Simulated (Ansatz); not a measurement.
Nb:

```
Nb
1.0
    -1.66395    1.66395    1.66395
     1.66395   -1.66395    1.66395
     1.66395    1.66395   -1.66395
Nb
1
Direct
  0.00000 0.00000 0.00000
```

Program: Ansatz 0.2.0. Alike in all runs: task band structure; cell as given; basis error allowed 0.001 eV/atom.

Task: Order these runs on this cell by their pressure, lowest first.
A. level PBE; potentials or basis all-electron LAPW, relativistic spinors; spin SOC, no magnetisation; k mesh 8 × 8 × 8; cutoff (eV) 220; smearing fermi-dirac 0.05 eV
B. level PBEsol+D3(BJ); potentials or basis all-electron LAPW, scalar-relativistic; spin non-collinear, ferromagnetic start; k mesh 8 × 8 × 8; cutoff (eV) 217; smearing gaussian 0.01 eV
C. level BLYP; potentials or basis all-electron LAPW, scalar-relativistic; spin off; k mesh 11 × 11 × 11; cutoff (eV) 216; smearing fermi-dirac 0.05 eV
D. level LDA; potentials or basis all-electron LAPW, scalar-relativistic; spin off; k mesh 11 × 11 × 11; cutoff (eV) 216; smearing fermi-dirac 0.05 eV

Result: B (-14.4 GPa), D (-11.6 GPa), A (-2.3 GPa), C (4.1 GPa).

Caveats: the k mesh is thin for a metal, which can move the energy by tens of meV per atom (some runs); pairwise dispersion overbinds metals, which lowers pressure and volume (some runs); the starting moments weren't kept (some runs).
